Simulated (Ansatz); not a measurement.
# Ga2O3: the cost of one run

Computed with Ansatz 0.2.0 through its Python package. Level of theory: DFT PBE, plane waves, PAW.

## 1. The structure

Symmetry: C2/m, No. 12, monoclinic system. Conventional cell: a = 12.214 Å, b = 3.037 Å, c = 5.798 Å, α = 90.00°, β = 103.83°, γ = 90.00°. Around Ga (site symmetry m) lie 4 O at 1.83 to 1.86 Å. Ga (site symmetry m) is surrounded by 6 O at 1.94 to 2.07 Å. Around O (site symmetry m) lie 3 Ga at 1.83 to 1.94 Å. O (site symmetry m) is surrounded by 4 Ga at 1.86 to 2.07 Å.

The script holds or builds the structure itself.

## 2. The code

Contents of run_vcrelax.py:

```python
"""Variable-cell relaxation of Ga2O3."""

from collections import Counter

import ansatz as az
from ase import Atoms
from ase.data import atomic_numbers
from ase.io import write
import matplotlib.pyplot as plt
import numpy as np
from pymatgen.core import Structure
import spglib

def edges_and_angles(cell):
    cell = np.asarray(cell)
    a, b, c = np.linalg.norm(cell, axis=1)
    cosines = cell[1] @ cell[2] / (b * c), cell[0] @ cell[2] / (a * c), cell[0] @ cell[1] / (a * b)
    return (a, b, c, *np.degrees(np.arccos(cosines)))

lattice = az.Lattice.of(
    (6.107, -1.51855, 0.0),
    (6.107, 1.51855, 0.0),
    (-1.385989, 0.0, 5.630009),
)
sites = [
    ("Ga", (0.0905, 0.0905, 0.7946)),
    ("Ga", (0.9095, 0.9095, 0.2054)),
    ("Ga", (0.65866, 0.65866, 0.31402)),
    ("Ga", (0.34134, 0.34134, 0.68598)),
    ("O", (0.1645, 0.1645, 0.1098)),
    ("O", (0.8355, 0.8355, 0.8902)),
    ("O", (0.1733, 0.1733, 0.5632)),
    ("O", (0.8267, 0.8267, 0.4368)),
    ("O", (0.4959, 0.4959, 0.2566)),
    ("O", (0.5041, 0.5041, 0.7434)),
]
system = az.Crystal(lattice=lattice)
for symbol, position in sites:
    system = system.atom(symbol, position)

# every cell quantity that the symmetry leaves free
job = (
    system.calculation()
    .functional(az.Functional.PBE)
    .pseudopotentials("paw")
    .kpoints(spacing=0.31)
    .occupations("fixed")  # whole-number filling, right only where there is a gap
    .relax(force_tolerance=0.03, cell=True)
    .potential()
)
steps = []


def collect(event):
    if event["event"] == "relax_step":
        steps.append(event["data"])


result = job.session().plan().execute(on_event=collect)
data = result.report
for s in steps:
    flag = "" if s["accepted"] else "  (rejected)"
    print("step %2d  E = %.5f eV  largest force component = %.4f eV/A%s" % (s["step"], s["lagrangian_ev"], s["allowed_force_max_ev_ang"], flag))

first, last = steps[0], steps[-1]
symbols = [site.symbol for site in result.lattice.sites]
print(f"energy gained {first['lagrangian_ev'] - last['lagrangian_ev']:.4f} eV in {len(steps) - 1} steps")
for label, vectors in (("before", first["cell_ang"]), ("after", result.lattice.cell_ang)):
    print(label, "a b c (A) {:.4f} {:.4f} {:.4f}  angles {:.2f} {:.2f} {:.2f}".format(*edges_and_angles(vectors)), f" V = {abs(np.linalg.det(vectors)):.3f} A^3")
print("final stress xx yy zz (GPa, compression positive):", np.round(np.diag(data["stress_gpa"]), 3) + 0.0)

print("atom   start x y z (A)              end x y z (A)")
for symbol, a, b in zip(symbols, first["positions_ang"], last["positions_ang"]):
    print(f"{symbol:3s}", " ".join(f"{v:8.4f}" for v in a), "  ", " ".join(f"{v:8.4f}" for v in b))

relaxed = Atoms(symbols, positions=[site.position_ang for site in result.lattice.sites], cell=result.lattice.cell_ang, pbc=True)
write("relaxed.extxyz", relaxed, format="extxyz")

fig, (top, bottom) = plt.subplots(2, 1, sharex=True, figsize=(4.5, 4))
top.plot([s["lagrangian_ev"] - last["lagrangian_ev"] for s in steps], "o-")
top.set_ylabel("E - E(final) (eV)")
bottom.semilogy([max(s["allowed_force_max_ev_ang"], 1e-6) for s in steps], "s-")
bottom.set(xlabel="step", ylabel="largest force (eV/A)")
fig.tight_layout()
fig.savefig("relax.png", dpi=100)

fractions = [site.position_frac for site in result.lattice.sites]
numbers = [atomic_numbers[s] for s in symbols]
for tolerance in (1e-3, 1e-2, 1e-1):
    print(f"space group at {tolerance} A:", spglib.get_spacegroup((result.lattice.cell_ang, fractions, numbers), symprec=tolerance))

print("%-22s %14.5f eV" % ("F = E - TS", data["free_energy_ev"]))
print("%-22s %14.5f eV" % ("E", data["internal_energy_ev"]))
print("%-22s %14.5f eV" % ("Harris-Foulkes", data["harris_foulkes_ev"]))
print("%-22s %14.5f eV" % ("Fermi level", data["fermi_energy_ev"]))

final = Structure(result.lattice.cell_ang, [s.symbol for s in result.lattice.sites], [s.position_frac for s in result.lattice.sites])
# first shell of each atom, within 15 % of its shortest distance
shortest = {}
for site, neighbours in zip(final, final.get_all_neighbors(5.0)):
    for other in neighbours:
        pair = "-".join(sorted((site.specie.symbol, other.specie.symbol)))
        shortest[pair] = min(shortest.get(pair, 9e9), other.nn_distance)
for pair, distance in sorted(shortest.items(), key=lambda item: item[1]):
    print(f"shortest {pair:6s} {distance:.4f} A")

v = result.potential()
line = v.v_es_ev.mean(axis=(0, 1))
print("planar mean of the electrostatic potential along the third grid axis (eV):")
print(np.round(line[:: max(len(line) // 12, 1)], 3))
```

## 3. The run

On the command line:

```bash
$ python run_vcrelax.py
```

What time and memory should one allow on 1 thread of Arm Neoverse V1, shared host?

About 3 min, with a peak of 0.7 GiB.
